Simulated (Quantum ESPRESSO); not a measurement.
GaN:

```
CELL_PARAMETERS angstrom
0.00000 2.25350 2.25350
2.25350 0.00000 2.25350
2.25350 2.25350 0.00000
ATOMIC_POSITIONS crystal
Ga 0.00000 0.00000 0.00000
N 0.25000 0.25000 0.25000
```

The cell is a database's computed one.

Base run:

| Item | Value |
| --- | --- |
| Program | Quantum ESPRESSO 7.5 |
| Functional | AM05 |
| Potentials or basis | SG15 PBE 1.2 |
| Cutoff | 1197 eV |
| Density cutoff | 4789 eV |
| k mesh | 10 × 10 × 10 |
| Occupations | fermi-dirac, width 0.05 eV |
| Spin | no spin polarisation |

Its results: band gap on the k mesh 1.69 eV, direct; pressure 0.2 GPa.

Question: After a change of settings the same cell gave: band gap on the k mesh 1.54 eV, direct; pressure -4.4 GPa. Which change was it?
A. functional from AM05 to BLYP
B. functional from AM05 to r2SCAN; k mesh from 10 × 10 × 10 to 8 × 8 × 8
C. functional from AM05 to LDA
D. functional from AM05 to PBEsol

Answer: C.

LDA binds more tightly than AM05, so the same cell stands under less pressure.

Caveats: the potentials were made for another functional, which shifts forces and pressure.

Runs at the PBE level aren't shown here.
